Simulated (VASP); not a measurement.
# Si (Fd-3m) in VASP: further runs, part 2 of 3

VASP 6.6.1.

### Step 4. Single point, PBE0

POSCAR reads:

```
Si
1.0
    0.0000000000      2.7218511865      2.7218511865
    2.7218511865      0.0000000000      2.7218511865
    2.7218511865      2.7218511865      0.0000000000
Si
2
Direct
    0.5000000000      0.5000000000      0.5000000000
    0.7500000000      0.7500000000      0.7500000000
```

INCAR.step1 reads:

```
SYSTEM = Si
ALGO = Normal
EDIFF = 1E-5
ENCUT = 340
GGA = PE
ISIF = 2
ISMEAR = 0
LASPH = .TRUE.
LCHARG = .FALSE.
LREAL = .FALSE.
LWAVE = .TRUE.
NBANDS = 12
NELM = 100
NKRED = 1
PREC = Accurate
SIGMA = 0.01
```

INCAR.step2 reads:

```
SYSTEM = Si
AEXX = 0.25
ALGO = Normal
EDIFF = 1E-6
ENCUT = 340
GGA = PE
ISIF = 2
ISMEAR = 0
ISTART = 1
LASPH = .TRUE.
LCHARG = .FALSE.
LHFCALC = .TRUE.
LREAL = .FALSE.
LWAVE = .FALSE.
NBANDS = 12
NELM = 100
NKRED = 1
PREC = Accurate
PRECFOCK = Fast
SIGMA = 0.01
```

KPOINTS reads:

```
k-points
0
G
  6 6 6
  0 0 0
```

Potentials or basis: VASP PAW PBE potentials, release 64 (Si).

Launch:

```
cat potpaw_PBE.64/Si/POTCAR > POTCAR
cp INCAR.step1 INCAR
mpirun -np 1 vasp_std > vasp.out
cp INCAR.step2 INCAR
mpirun -np 1 vasp_std > vasp.out
```

OUTCAR:

```text
SYSTEM = Si
   AEXX = 0.25
   EDIFF = 1E-6
   ENCUT = 340
   GGA = PE
   ISIF = 2
   ISMEAR = 0
   ISTART = 1
   LASPH = .TRUE.
   LHFCALC = .TRUE.
   LREAL = .FALSE.
   NELM = 100
   NKRED = 1
   PREC = Accurate
   PRECFOCK = Fast

 Found     16 irreducible k-points:

 Following reciprocal coordinates:
            Coordinates               Weight
  0.000000  0.000000  0.000000      1.000000
  0.166667  0.000000  0.000000      8.000000
  0.333333  0.000000  0.000000      8.000000
  0.500000  0.000000  0.000000      4.000000
  0.166667  0.166667  0.000000      6.000000
  0.333333  0.166667  0.000000     24.000000
   k-points           NKPTS =     16   k-points in BZ     NKDIM =    216   number of bands    NBANDS=     12
   number of dos      NEDOS =    301   number of ions     NIONS =      2
   total plane-waves  NPLWV =  13824
   dimension x,y,z NGX =    24 NGY =   24 NGZ =   24
   dimension x,y,z NGXF=    48 NGYF=   48 NGZF=   48
   ions per type =               2
   NGX,Y,Z   is equivalent  to a cutoff of  10.37, 10.37, 10.37 a.u.
   NGXF,Y,Z  is equivalent  to a cutoff of  20.73, 20.73, 20.73 a.u.
 SYSTEM =  Si
   PREC   = accura    normal or accurate (medium, high low for compatibility)
   ISTART =      1    job   : 0-new  1-cont  2-samecut
   ICHARG =      0    charge: 1-file 2-atom 10-const
   ISPIN  =      1    spin polarized calculation?
   LNONCOLLINEAR =      F non collinear calculations
   LSORBIT =      F    spin-orbit coupling
   LASPH  =      T    aspherical Exc in radial PAW
   ENCUT  =  340.0 eV  24.99 Ry    5.00 a.u.   5.79  5.79  5.79*2*pi/ulx,y,z
   NELM   =    100;   NELMIN=  2; NELMDL=  0     # of ELM steps
   EDIFF  = 0.1E-05   stopping-criterion for ELM
   LREAL  =      F    real-space projection
   EDIFFG = 0.1E-04   stopping-criterion for IOM
   NSW    =      0    number of steps for IOM
   IBRION =     -1    ionic relax: 0-MD 1-quasi-New 2-CG
   NFREE  =      0    steps in history (QN), initial steepest desc. (CG)
   ISIF   =      2    stress and relaxation
   ISYM   =      3    0-nonsym 1-usesym 2-fastsym
   POTIM  = 0.5000    time-step for ionic-motion
   TEBEG  =    0.0;   TEEND  =   0.0 temperature during run
   PSTRESS=    0.0 pullay stress
   NELECT =       8.0000    total number of electrons
   NUPDOWN=      -1.0000    fix difference up-down
   EMIN   =  10.00;   EMAX   =-10.00  energy-range for DOS
   EFERMI =   0.00;   METHOD = LEGACY
   ISMEAR =     0;   SIGMA  =   0.01  broadening in eV -4-tet -1-fermi 0-gaus
   EFERMI_NEDOS =   21; number of points for ismear=-14 and -15
   IALGO  =     38    algorithm
   IMIX   =      1    mixing-type and parameters
     AMIX     =   0.40;   BMIX     =  1.00
     AMIX_MAG =   1.60;   BMIX_MAG =  1.00
  volume/ion in A,a.u.               =      20.16       136.08
  Fermi-wavevector in a.u.,A,eV,Ry     =   0.954766  1.804247 12.402783  0.911579
  Thomas-Fermi vector in A             =   2.083543
   LORBIT       =      0    0 simple, 1 ext, 2 COOP (PROOUT), +10 PAW based schemes
   GGA     = PE    functional components
   LHFCALC =     T    Hartree Fock is set to
   PRECFOCK=fast      Normal, Fast or Accurate (Low or Medium for compatibility)
   ENCUT4O =  -1.0   cutoff for four orbital integrals eV
   NKREDX  =     1    reduce k-point grid by
   NKREDY  =     1    reduce k-point grid by
   NKREDZ  =     1    reduce k-point grid by
   AEXX    =    0.2500 exact exchange contribution
   HFSCREEN=    0.0000 screening length (either q_TF or 0.3 A-1)
   HFSCREENC=   0.0000 screening length for correlation (either q_TF or 0.3 A-1)
   ENCUTFOCK=  -1.0 apply spherical cutoff to Coloumb kernel
   IVDW    =     0    specifies the selected vdW correction
   LEPSILON=     F    determine dielectric tensor
   LRPA    =     F    only Hartree local field effects (RPA)
 non-spin polarized calculation
 Gauss-broadening in eV      SIGMA  =   0.01
  energy-cutoff  :      340.00
  volume of cell :       40.33
 maximum number of plane-waves:       588
  NGX = 14; NGY = 14; NGZ = 14

 number of electron       7.9999999 magnetization

 Free energy of the ion-electron system (eV)
  ---------------------------------------------------
  ext. energy  EPLUGINS =         0.00000000
  ---------------------------------------------------
  free energy    TOTEN  =       -13.56248775 eV

  energy without entropy =      -13.56248775  energy(sigma->0) =      -13.56248775

 E-fermi :   5.1382     XC(G=0):  -7.4332

 val. band max:        5.0601227166   @ k =   0.0000   0.0000   0.0000
 cond. band min:       7.0454733552   @ k =   0.5000   0.5000   0.0000
 fundamental gap:      1.9853506386
 Fermi energy:         5.1381634945

 k-point     1 :       0.0000    0.0000    0.0000
  band No.  band energies     occupation
      1      -8.2737      2.00000
      2       5.0601      2.00000
      3       5.0601      2.00000
      4       5.0601      2.00000
      5       9.0698      0.00000
      6       9.0698      0.00000
      7       9.0698      0.00000
      8       9.9872      0.00000
      9      14.5281      0.00000
     10      14.5831      0.00000
     11      14.5831      0.00000
     12      18.0965      0.00000

 k-point     2 :       0.1667    0.0000    0.0000
  band No.  band energies     occupation
      1      -7.8754      2.00000
      2       2.4674      2.00000
      3       4.5836      2.00000
      4       4.5836      2.00000
      5       8.8333      0.00000
      6       9.7643      0.00000
      7       9.7643      0.00000
      8      12.1612      0.00000
      9      13.8713      0.00000
     10      13.8713      0.00000
     11      15.7551      0.00000
     12      17.4213      0.00000

 k-point     3 :       0.3333    0.0000    0.0000
  band No.  band energies     occupation
      1      -6.7529      2.00000
      2      -0.8740      2.00000
      3       3.9629      2.00000
      4       3.9629      2.00000
      5       8.1971      0.00000
      6      10.0897      0.00000
      7      10.0897      0.00000
      8      14.6130      0.00000
      9      14.8481      0.00000
     10      14.8481      0.00000
     11      15.9016      0.00000
     12      20.5758      0.00000

 k-point     4 :       0.5000    0.0000    0.0000
  band No.  band energies     occupation
      1      -5.6957      2.00000
      2      -2.7123      2.00000
      3       3.7345      2.00000
      4       3.7345      2.00000
      5       7.9557      0.00000
      6       9.9074      0.00000
      7       9.9074      0.00000
      8      14.3801      0.00000
      9      17.5986      0.00000
     10      17.5986      0.00000
     11      18.2695      0.00000
     12      18.3792      0.00000

 k-point     5 :       0.1667    0.1667    0.0000
  band No.  band energies     occupation
      1      -7.7396      2.00000
      2       2.8458      2.00000
      3       3.7784      2.00000
      4       3.7784      2.00000
      5       8.1132      0.00000
      6      10.9219      0.00000
      7      10.9824      0.00000
      8      10.9824      0.00000
      9      13.3698      0.00000
     10      15.1535      0.00000
     11      16.4528      0.00000
     12      18.9757      0.00000

 k-point     6 :       0.3333    0.1667    0.0000
  band No.  band energies     occupation
      1      -6.8383      2.00000
      2       0.1355      2.00000
      3       2.9185      2.00000
      4       3.1501      2.00000
      5       8.3775      0.00000
      6      10.6934      0.00000
      7      11.1270      0.00000
      8      11.7793      0.00000
      9      16.0105      0.00000
     10      16.0994      0.00000
     11      17.2019      0.00000
     12      19.7526      0.00000

 [... further k-points ...]

------------------------ aborting loop because EDIFF is reached ----------------------------------------

  FORCE on cell =-STRESS in cart. coord.  units (eV):
  Direction    XX          YY          ZZ          XY          YZ          ZX
  --------------------------------------------------------------------------------------
  -------------------------------------------------------------------------------------
  Total       -0.1822061     -0.1822061     -0.1822061      0.0000000      0.0000000      0.0000000
  in kB       -7.2385282     -7.2385282     -7.2385282      0.0000000      0.0000000      0.0000000
  external PRESSURE =      -7.2385282 kB  Pullay stress =       0.0000000 kB

 VOLUME and BASIS-vectors are now :
 -----------------------------------------------------------------------------
  energy-cutoff  :      340.00
  volume of cell :       40.33
      direct lattice vectors                 reciprocal lattice vectors
     0.000000000  2.721851186  2.721851186    -0.183698507  0.183698507  0.183698507
     2.721851186  0.000000000  2.721851186     0.183698507 -0.183698507  0.183698507
     2.721851186  2.721851186  0.000000000     0.183698507  0.183698507 -0.183698507

 POSITION                                       TOTAL-FORCE (eV/Angst)
 -----------------------------------------------------------------------------------
      2.72185      2.72185      2.72185        -0.000000     -0.000000      0.000000
      4.08278      4.08278      4.08278         0.000000      0.000000     -0.000000
 -----------------------------------------------------------------------------------
    total drift:                                0.000000      0.000000      0.000000

  FREE ENERGIE OF THE ION-ELECTRON SYSTEM (eV)
  ---------------------------------------------------
  free  energy   TOTEN  =       -13.5624877520 eV

  energy  without entropy=      -13.5624877520  energy(sigma->0) =      -13.56248775
```

Wall time 72 s (1 thread of Intel Xeon Platinum 8488C (Sapphire Rapids), shared host); peak memory 0.14 GiB.

These settings aren't checked as converged: the numbers below hold their error.

What came out:

```
Free energy            : -13.5625 eV
Pressure               : -0.7 GPa
Band gap on the k mesh : 1.99 eV, indirect (least direct gap 4.01 eV)
```

Caveat: the PAW data sets were made with another functional, which shifts forces and pressure a little.

### Step 5. Single point, PBE0

POSCAR is that of step 4.

INCAR.step1: that of step 4 with these lines changed.

```diff
@@ -3,3 +3,3 @@
 EDIFF = 1E-5
-ENCUT = 340
+ENCUT = 400
 GGA = PE
@@ -13,3 +13,3 @@
 NELM = 100
-NKRED = 1
+NKRED = 2
 PREC = Accurate
```

INCAR.step2: that of step 4 with these lines changed.

```diff
@@ -4,3 +4,3 @@
 EDIFF = 1E-6
-ENCUT = 340
+ENCUT = 400
 GGA = PE
@@ -16,3 +16,3 @@
 NELM = 100
-NKRED = 1
+NKRED = 2
 PREC = Accurate
```

KPOINTS is that of step 4.

Potentials or basis: VASP PAW PBE potentials, release 64 (Si).

Launch:

```
cat potpaw_PBE.64/Si/POTCAR > POTCAR
cp INCAR.step1 INCAR
mpirun -np 1 vasp_std > vasp.out
cp INCAR.step2 INCAR
mpirun -np 1 vasp_std > vasp.out
```

OUTCAR:

```text
SYSTEM = Si
   AEXX = 0.25
   EDIFF = 1E-6
   ENCUT = 400
   GGA = PE
   ISIF = 2
   ISMEAR = 0
   ISTART = 1
   LASPH = .TRUE.
   LHFCALC = .TRUE.
   LREAL = .FALSE.
   NELM = 100
   NKRED = 2
   PREC = Accurate
   PRECFOCK = Fast

 Found     16 irreducible k-points:

 Following reciprocal coordinates:
            Coordinates               Weight
  0.000000  0.000000  0.000000      1.000000
  0.166667  0.000000  0.000000      8.000000
  0.333333  0.000000  0.000000      8.000000
[... 179 lines left out ...]

  FORCE on cell =-STRESS in cart. coord.  units (eV):
  Direction    XX          YY          ZZ          XY          YZ          ZX
  --------------------------------------------------------------------------------------
  -------------------------------------------------------------------------------------
  Total       -0.2241074     -0.2241074     -0.2241074      0.0000000      0.0000000     -0.0000000
  in kB       -8.9031488     -8.9031488     -8.9031488      0.0000000      0.0000000     -0.0000000
  external PRESSURE =      -8.9031488 kB  Pullay stress =       0.0000000 kB

 VOLUME and BASIS-vectors are now :
 -----------------------------------------------------------------------------
  energy-cutoff  :      400.00
  volume of cell :       40.33
      direct lattice vectors                 reciprocal lattice vectors
     0.000000000  2.721851186  2.721851186    -0.183698507  0.183698507  0.183698507
     2.721851186  0.000000000  2.721851186     0.183698507 -0.183698507  0.183698507
     2.721851186  2.721851186  0.000000000     0.183698507  0.183698507 -0.183698507

 POSITION                                       TOTAL-FORCE (eV/Angst)
 -----------------------------------------------------------------------------------
      2.72185      2.72185      2.72185         0.000000     -0.000000      0.000000
      4.08278      4.08278      4.08278         0.000000      0.000000      0.000000
 -----------------------------------------------------------------------------------
    total drift:                                0.000000      0.000000      0.000000

  FREE ENERGIE OF THE ION-ELECTRON SYSTEM (eV)
  ---------------------------------------------------
  free  energy   TOTEN  =       -13.6743615740 eV

  energy  without entropy=      -13.6743615740  energy(sigma->0) =      -13.67436157
```

Run time: 32 s. Hardware: 1 thread of Intel Xeon Platinum 8488C (Sapphire Rapids), shared host; peak memory 0.15 GiB.

These settings aren't checked as converged: the numbers below hold their error.

What came out:

```
Free energy            : -13.6744 eV
Pressure               : -0.9 GPa
Band gap on the k mesh : 2.26 eV, indirect (least direct gap 4.28 eV)
```

Caveat: the PAW data sets were made with another functional, which shifts forces and pressure a little.

[end of part 2 of 3]
